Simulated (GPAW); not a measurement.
Records of electronic-structure calculations.

```xyz
2
Lattice="0.000 2.810 2.810 2.810 0.000 2.810 2.810 2.810 0.000" Properties=species:S:1:pos:R:3 pbc="T T T" subject="A GW chain in GPAW: NaCl (Fm-3m)" method="DFT, PBE, plane waves, PAW (and 1 further level or step)" program="GPAW 26.7.0" settings_of_one_run="cutoff 450 eV, GPAW PAW setups 1.2.1 data release, 6×6×6 k-mesh, nbands 669" cost="4 runs, 4 min in all on 12 MPI ranks of Arm Neoverse V1, shared host (the runs of this entry)" notes="The database entry behind the starting cell differs from later determinations by our own check (an axis about 0.4 % short against later determinations). The cell and positions come from the Crystallography Open Database and are kept as given unless a step says otherwise. Bands and cutoff are finite, so the gap is not at the basis limit. The miss can reach some tenths of an eV and take either sign; the mesh is an error of its own." pbe_gap="5.16 eV, direct" g0w0_gap_on_the_mesh="8.04 eV" gw_settings="6×6×6 mesh, 306 bands, screening to 210 eV, Godby-Needs plasmon pole" known_limits="not at the basis limit"
Na    0.000    0.000    0.000
Cl    2.810    2.810    2.810
```

[Paths, hosts, dates, memory and timing lines, banners, echoed tables and standing remarks are left out of the program output.]

[Logs are printed without paths, hosts, clocks, repeated set-up lines and the standing remarks that a program may print on its own settings, such as how far it seeks lower states.]

[Runs of the session that timed out or met a known fault of the program may be left out.]

[Hosts, paths, dates, database ids (printed as entryN), source tags and the programs' standing remarks are cut or masked in the printed files.]
